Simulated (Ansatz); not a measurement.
# Al2Cu: under pressure

How does Al2Cu compress? Cell and atoms are relaxed at 7 pressures between -1 and 90 GPa.

Method: DFT PBEsol, scalar-relativistic, plane waves, PAW, in Ansatz 0.2.0.

1 further run of the same task is left out (set aside as unsound or not needed).

**1. The system as given**

The structure is tetragonal, space group I4/mcm (No. 140). Conventional cell: a = 5.992 Å, b = 5.992 Å, c = 4.829 Å, α = 90.00°, β = 90.00°, γ = 90.00°. Al (site symmetry m2m) is surrounded by 4 Cu at 2.56 Å and 3 Al at 2.70 to 2.86 Å. Around Cu (site symmetry 422) lie 2 Cu at 2.41 Å and 8 Al at 2.56 Å.

Structure file:

```cif
data_structure
_symmetry_space_group_name_H-M 'P 1'
_symmetry_Int_Tables_number 1
_cell_length_a 4.8768
_cell_length_b 4.8768
_cell_length_c 4.8768
_cell_angle_alpha 104.187
_cell_angle_beta 104.187
_cell_angle_gamma 120.652
_cell_volume 86.70
loop_
_atom_site_label
_atom_site_type_symbol
_atom_site_fract_x
_atom_site_fract_y
_atom_site_fract_z
_atom_site_occupancy
Al1 Al 0.84066 0.65934 0.50000 1
Al2 Al 0.65934 0.15934 0.81868 1
Al3 Al 0.34066 0.84066 0.18132 1
Al4 Al 0.15934 0.34066 0.50000 1
Cu1 Cu 0.25000 0.25000 0.00000 1
Cu2 Cu 0.75000 0.75000 0.00000 1
```

It goes back to an entry of the Materials Project.

It is the result of an earlier relaxation at this level (volume 14.45 Å³/atom; gap on the mesh: none (metal)).

**2. Target pressure -1 GPa**

input.yaml reads:

```yaml
crystal:
  lattice:
    - [-3.0060096648, 3.0060096648, 2.4222756467]
    - [3.0060096648, -3.0060096648, 2.4222756467]
    - [3.0060096648, 3.0060096648, -2.4222756467]
  atoms:
    - { symbol: Al, position: [0.8406606827, 0.6593393173, 0.5] }
    - { symbol: Al, position: [0.6593393173, 0.1593393173, 0.8186786346] }
    - { symbol: Al, position: [0.3406606827, 0.8406606827, 0.1813213654] }
    - { symbol: Al, position: [0.1593393173, 0.3406606827, 0.5] }
    - { symbol: Cu, position: [0.25, 0.25, 0.0] }
    - { symbol: Cu, position: [0.75, 0.75, 0.0] }
basis:
  ecutwfc: 420
kpoints:
  mp_grid: { grid: [10, 10, 10] }
hamiltonian:
  xc: pbesol
scf:
  occupations: { method: gaussian, width: 0.1 }
output:
  forces: true
  stress: true
  eigenvalues: true
  write_density: true
  write_potential: true
  elf: true
  volumetric_format: npy
relax:
  adjacent_minimum: "off"
  f_tol: 0.008
  max_steps: 50
  cell: { stress_tol: 0.08, p_target: -1.0 }
```

The run is started by

```
> ansatz run input.yaml --threads 1 --pin off --max-ram 2560MiB --backend cpu --events-out ev --progress --plain --runs-dir out
```

Further runs follow: target pressure 1 GPa; relaxing at 4 GPa; target pressure 12 GPa; target pressure 25 GPa; target pressure 50 GPa; 90 GPa.

Before running it: what results should come out? Wanted: bulk modulus B0; B0'.

As calculated:

| quantity | value |
| --- | --- |
| volume at 90 GPa | 10.00 Å³/atom, V/V0 = 0.692 |
| bulk modulus B0 (third-order Birch-Murnaghan) | 111 GPa |
| B0' | 4.3 |

In words: Up to 90 GPa the volume falls by 30.8 %. The points follow one equation of state, B0 = 111 GPa. The symmetry of the start is kept, so a transition to another structure would not show.
